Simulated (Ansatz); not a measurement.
# GaSb (F-43m) in Ansatz: further runs

One crystal, GaSb, is run at these levels: PBEsol, PBE; tasks: band structure, phonons.

All numbers are computed with Ansatz 0.2.0; they aren't measurements. Logs are shortened: lines on timing, memory, paths and dates and some standing lists are left out, and cuts for length are marked.

**The experiment to reproduce.**

A printed reference work, data compilation reports, for a bulk crystal of GaSb at 4.2 K: band gap 0.811 eV (direct).

The results are compared with them further down.

**1. The structure**

Symmetry: F-43m, No. 216, cubic system. Conventional cell: a = 6.118 Å, b = 6.118 Å, c = 6.118 Å, α = 90.00°, β = 90.00°, γ = 90.00°. Sb (site symmetry -43m) has 4 Ga at 2.65 Å as nearest neighbours. Around Ga (site symmetry -43m) lie 4 Sb at 2.65 Å.

**2. Band structure, PBEsol, spin-orbit coupling, no magnetisation**

input.yaml reads:

```yaml
crystal:
  lattice:
    - [0.0, 3.059, 3.059]
    - [3.059, 0.0, 3.059]
    - [3.059, 3.059, 0.0]
  atoms:
    - { symbol: Sb, position: [0.75, 0.75, 0.75] }
    - { symbol: Ga, position: [0.0, 0.0, 0.0] }
kpoints:
  mp_grid: { grid: [6, 6, 6] }
  band_path:
    path:
      - [0.0, 0.0, 0.0]
      - [0.5, 0.0, 0.5]
      - [0.5, 0.25, 0.75]
      - [0.375, 0.375, 0.75]
      - [0.0, 0.0, 0.0]
      - [0.5, 0.5, 0.5]
      - [0.625, 0.25, 0.625]
      - [0.5, 0.25, 0.75]
    npoints: 6
scf:
  occupations: { method: fermi_dirac, width: 0.05 }
hamiltonian:
  xc: pbesol
  pseudopotentials: { kind: all_electron, lapw: { basis_error: 0.001 } }
magnetization:
  noncollinear: true
  spin_orbit: true
output:
  forces: true
  stress: true
  eigenvalues: true
```

Potentials or basis: all-electron LAPW, relativistic spinors.

Command:

```sh
$ ansatz run input.yaml --threads 1 --pin off --max-ram 3072MiB --backend cpu --events-out ev --progress --plain --runs-dir out
```

The log of the run:

```text
Warning: RAYON_NUM_THREADS=1 ignored (pool sized by the plan → 1); use --threads N
LAPW: plane waves up to 8.547 Å⁻¹, error target 1.0e-3 eV per atom; Dirac's equation on spinors; Ga in spheres of 1.299 Å, 21 of its electrons in bands; Sb in spheres of 1.350 Å, 23 of its electrons in bands (how accurate: hamiltonian.pseudopotentials.lapw.basis_error, Limitations)
Engine: ansatz 0.2.0, aarch64-unknown-linux-gnu
Pseudopotentials: kind: all_electron
Pseudopotential: Sb, LAPW, valence charge 23, lapw/all_electron/dirac/gaussian/Sb, Dirac's equation, gaussian nucleus
Pseudopotential: Ga, LAPW, valence charge 21, lapw/all_electron/dirac/gaussian/Ga, Dirac's equation, gaussian nucleus
Functional definition: PBEsol
  exchange = pbesol_x
  correlation = pbesol_c
non-collinear run that drives no moment, with spin-orbit: no starting moment large enough to seed its density (crystal.atoms[].spin), no starting occupations that ask for one, no magnetisation constraint and no magnetic field, so the semilocal B_xc is pinned to zero
Crystal: 2 atoms, lattice volume = 57.249 Å³
Basis set: ecut = 278.3086703536026 eV, 609 PW (Γ), exchange–correlation at level 2
Bands: 54, of which v1, the nominal top of the filled ones, is band 44 counted from 1 (43 counted from 0)
Symmetry: 24 space group operations + 24 with time reversal
Magnetic group: BNS 216.75 (UNI 1577), of the structure as read, at distance tolerance 3.9e-5 Å
k-points: 16 of 216 (time reversal used)
Non-local potential: Sb, projectors of the file, none
Non-local potential: Ga, projectors of the file, none
Initial density: superposition of atomic densities (chi_scale 0.1, normalization cell, long waves kept (reshape's long-wave potential 0.00 eV rms))
Initial wavefunctions: plane waves of lowest kinetic energy (no species holds an atomic orbital)
Functional: x = pbesol(κ = 0.804, μ = 0.12345679012345678), c = pbesol(β = 0.046)
iter 1 solved again at ethr=6.47e-4 eV; its pass at ethr=1.00e-1 eV (dr2=2.85e-1 eV) is discarded
SCF iter   1: F=—  HF=-229210.222117 eV  |F-HF|=—  |Δ(HF+E_count)|=         —  Δρ=2.10e-2  dr2=2.86e-1  dr2_m=0.00e0 (ungated)  ethr=6.47e-4  |M|=0.00e0 ∫|m|=0.00e0 μB  β_m=0.30  ⟨swp⟩=2.7  Hψ=5519  notcnv=0
preconditioner: auto → none  [insulator: Δε(μ)=0.247 eV  Ē_g=15.042 eV  σ=0.050 eV  W_gap=0.50  n_scr=14 (ndim 8)  ℏωp=20.8 eV  f_vac=0.129  D(μ)=0.11/eV (n_scr^D=0)  ε∞_Penn≈2.9]
SCF iter   2: F=—  HF=-229210.159905 eV  |F-HF|=—  |Δ(HF+E_count)|=   6.22e-2  Δρ=1.39e-2  dr2=1.22e-1  dr2_m=0.00e0 (ungated)  ethr=6.47e-4  |M|=0.00e0 ∫|m|=0.00e0 μB  β_m=0.50  ⟨swp⟩=2.0  Hψ=2507  notcnv=0
iter 3 solved again at ethr=1.16e-5 eV; its pass at ethr=2.77e-4 eV (dr2=5.12e-3 eV) is discarded
SCF iter   3: F=—  HF=-229210.136125 eV  |F-HF|=—  |Δ(HF+E_count)|=   2.38e-2  Δρ=2.99e-3  dr2=5.10e-3  dr2_m=0.00e0 (ungated)  ethr=1.16e-5  |M|=0.00e0 ∫|m|=0.00e0 μB  β_m=0.46  ⟨swp⟩=2.0  Hψ=4294  notcnv=0
SCF iter   4: F=—  HF=-229210.131192 eV  |F-HF|=—  |Δ(HF+E_count)|=         —  Δρ=4.57e-4  dr2=7.96e-5  dr2_m=0.00e0 (ungated)  ethr=1.16e-5  |M|=0.00e0 ∫|m|=0.00e0 μB  β_m=0.59  ⟨swp⟩=2.0  Hψ=2392  notcnv=0
the basis was enlarged: its passes take 1.7 MiB over the memory plan, 1 of 1 planned eigensolver slots
SCF iter   5: F=—  HF=-229210.131230 eV  |F-HF|=—  |Δ(HF+E_count)|=   3.86e-5  Δρ=8.86e-5  dr2=3.23e-6  dr2_m=0.00e0 (ungated)  ethr=1.81e-7  |M|=0.00e0 ∫|m|=0.00e0 μB  β_m=0.65  ⟨swp⟩=3.0  Hψ=2491  notcnv=0
SCF iter   6: F=—  HF=-229210.131235 eV  |F-HF|=—  |Δ(HF+E_count)|=   4.71e-6  Δρ=1.16e-5  dr2=1.09e-7  dr2_m=0.00e0 (ungated)  ethr=7.34e-9  |M|=0.00e0 ∫|m|=0.00e0 μB  β_m=0.68  ⟨swp⟩=3.0  Hψ=2523  notcnv=0
SCF iter   7: F=-229210.131235 eV  HF=-229210.131235 eV  |F-HF|=1.78e-8  |Δ(HF+E_count)|=   8.52e-8  Δρ=4.25e-6  dr2=1.21e-8  dr2_m=0.00e0 (ungated)  ethr=2.48e-10  |M|=0.00e0 ∫|m|=0.00e0 μB  ⟨swp⟩=3.0  Hψ=2523  notcnv=0
SCF 1 converged in 7 iterations: F = -229210.131235 eV  dr2 = 1.21e-8
NSCF: frozen V_eff on 43 k-points
SCF converged after 7 iterations
Magnetization: |M| = 0.0000 μB,  M = (+0.0000, +0.0000, +0.0000) μB
Absolute magnetization: 0.0000 μB (∫|m|)
  site 0: m = (+0.0000, +0.0000, +0.0000) μB, |m| = 0.0000 μB  (R = 1.35 Å)
  site 1: m = (+0.0000, +0.0000, +0.0000) μB, |m| = 0.0000 μB  (R = 1.30 Å)
Free energy (F): -229210.131235 eV
Harris-Foulkes:  -229210.131235 eV  (|F-HF|=1.78e-8)
Internal energy: -229210.130160 eV  (E = F + TS)
E sigma→0 (E₀):  -229210.130697 eV
Entropy (-TS):   -0.001075 eV (-0.537 meV/atom)
Fermi energy:    9.853323 eV
--- Per-component energies (eV) ---
  E_band       = -1774.198076
  E_kinetic    = 239966.476772
  E_xc         = -6588.117025
  E_electrostatic = -462588.489906  (all electrons and nuclei)
  E_smearing   = -0.001075  (= −TS)
  E_closure    = 0.000000  (closes the sum)
  E_atoms      = -229201.993534  (free atoms, spherical and without spin; not in F)
  Σ components = -229210.131235   (vs F -229210.131235, Δ=0.00e0)
  Basis errors (estimates in eV, not in F): energy 4.4e-4 per atom: plane waves 4.0e-4 (2.3e-4 summed), levels above the bands 3.6e-64, relativity 5.4e-8, radial functions 4.5e-5, core shells 4.7e-8; eigenvalues (radial functions only) 9.1e-7; not estimated: angular momenta, meshes, grids; target (lapw.basis_error) 1.0e-3; muffin-tin radii Ga 1.299 Å, Sb 1.350 Å
--- Forces (eV/Å), atoms counted from 1 ---
  atom   1  Sb    -0.00000000     0.00000000    -0.00000000
  atom   2  Ga     0.00000000    -0.00000000     0.00000000
  max |Σ_I F_I| component: 7.23e-18 eV/Å
--- Stress (GPa, compression-positive) ---
       -0.010799      -0.000000       0.000000
       -0.000000      -0.010799       0.000000
        0.000000       0.000000      -0.010799
  P = ⅓ Tr σ = -0.0108 GPa (-0.108 kbar)
--- Band table (eV; the first three rows and the last of 16) ---
  k-point 0: bands = ["-134.0140", "-134.0140", "-133.8551", "-133.8551", "-93.0574", "-93.0574", "-87.2200", "-87.2200", "-84.4437", "-84.4437", "-84.4437", "-84.4437", "-83.5913", "-83.5913", "-83.5913", "-83.5913", "-19.7464", "-19.7464", "-19.7464", "-19.7464", "-18.5143", "-18.5143", "-18.5012", "-18.5012", "-18.5012", "-18.5012", "-5.6033", "-5.6033", "-5.6033", "-5.6033", "-5.1667", "-5.1667", "-5.1330", "-5.1330", "-5.1330", "-5.1330", "-1.8497", "-1.8497", "9.1510", "9.1510", "9.6356", "9.6356", "9.8737", "9.8737", "9.8737", "9.8737", "12.2679", "12.2679", "12.4841", "12.4841", "12.4841", "12.4841", "15.2825", "15.2825"]
  k-point 1: bands = ["-134.0140", "-134.0140", "-133.8551", "-133.8551", "-93.0574", "-93.0574", "-87.2200", "-87.2200", "-84.4437", "-84.4437", "-84.4437", "-84.4437", "-83.5913", "-83.5913", "-83.5913", "-83.5913", "-19.7463", "-19.7462", "-19.7459", "-19.7459", "-18.5136", "-18.5136", "-18.5013", "-18.5013", "-18.5005", "-18.5004", "-5.6049", "-5.6046", "-5.6046", "-5.6005", "-5.1668", "-5.1668", "-5.1363", "-5.1363", "-5.1330", "-5.1285", "-1.5671", "-1.5671", "6.9023", "6.9023", "9.0044", "9.0044", "9.4508", "9.4512", "10.6256", "10.6256", "12.8646", "12.8646", "13.0381", "13.0468", "13.5633", "13.5633", "16.5542", "16.5542"]
  k-point 2: bands = ["-134.0140", "-134.0140", "-133.8551", "-133.8551", "-93.0574", "-93.0574", "-87.2200", "-87.2200", "-84.4437", "-84.4437", "-84.4436", "-84.4436", "-83.5913", "-83.5913", "-83.5913", "-83.5913", "-19.7460", "-19.7459", "-19.7448", "-19.7448", "-18.5125", "-18.5125", "-18.5016", "-18.5016", "-18.4989", "-18.4988", "-5.6074", "-5.6074", "-5.6039", "-5.5995", "-5.1666", "-5.1666", "-5.1425", "-5.1425", "-5.1284", "-5.1239", "-0.8133", "-0.8133", "4.4439", "4.4439", "8.4741", "8.4741", "8.8950", "8.8951", "10.1918", "10.1918", "13.3198", "13.3198", "13.4640", "13.4716", "16.0076", "16.0076", "16.5595", "16.5595"]
  k-point 15: bands = ["-134.0139", "-134.0139", "-133.8551", "-133.8551", "-93.0574", "-93.0574", "-87.2200", "-87.2200", "-84.4437", "-84.4437", "-84.4436", "-84.4436", "-83.5913", "-83.5913", "-83.5913", "-83.5913", "-19.7454", "-19.7448", "-19.7440", "-19.7440", "-18.5118", "-18.5107", "-18.4997", "-18.4997", "-18.4991", "-18.4988", "-5.6274", "-5.6107", "-5.5932", "-5.5881", "-5.1899", "-5.1551", "-5.1373", "-5.1358", "-5.1276", "-5.1233", "0.6366", "0.6421", "2.8760", "2.9715", "6.2451", "6.5389", "6.6423", "6.6552", "12.0414", "12.2640", "12.4054", "12.4270", "15.5590", "15.7405", "15.7440", "15.7756", "19.2935", "19.7111"]
```

Wall time 95 s (1 thread of Arm Neoverse V1, shared host); peak memory 0.46 GiB.

Results:

| Item | Value |
| --- | --- |
| Free energy | -229210.1312 eV |
| Pressure | 0.0 GPa |
| Band gap along the path | none (metal or under the smearing width) |

Levels at the corners of the path, in eV from the Fermi level:
| point | band 40 | band 41 | band 42 | band 43 | band 44 | band 45 | band 46 | band 47 | band 48 | band 49 |
| --- | --- | --- | --- | --- | --- | --- | --- | --- | --- | --- |
| Γ | -0.70 | -0.22 | -0.22 | 0.02 | 0.02 | 0.02 | 0.02 | 2.41 | 2.41 | 2.63 |
| X | -7.03 | -2.93 | -2.93 | -2.67 | -2.67 | 0.64 | 0.64 | 0.96 | 0.96 | 8.30 |
| W | -6.83 | -3.78 | -3.45 | -3.35 | -3.33 | 3.23 | 3.62 | 4.03 | 4.08 | 4.12 |
| K | -6.80 | -3.97 | -3.76 | -2.42 | -2.40 | 1.12 | 1.15 | 3.55 | 3.68 | 6.24 |
| Γ | -0.70 | -0.22 | -0.22 | 0.02 | 0.02 | 0.02 | 0.02 | 2.41 | 2.41 | 2.63 |
| L | -6.60 | -1.58 | -1.58 | -1.17 | -1.17 | 0.15 | 0.15 | 3.46 | 3.46 | 3.58 |
| U | -6.80 | -3.97 | -3.76 | -2.42 | -2.40 | 1.12 | 1.15 | 3.55 | 3.68 | 6.24 |
| W | -6.83 | -3.78 | -3.45 | -3.35 | -3.33 | 3.23 | 3.62 | 4.03 | 4.08 | 4.12 |

Caveat: the k mesh is thin for a metal, which can move the energy by tens of meV per atom; this crystal is a semiconductor, whose small gap the functional closes, so the metal is an error of the method.

(Continued in part 2 of 2.)
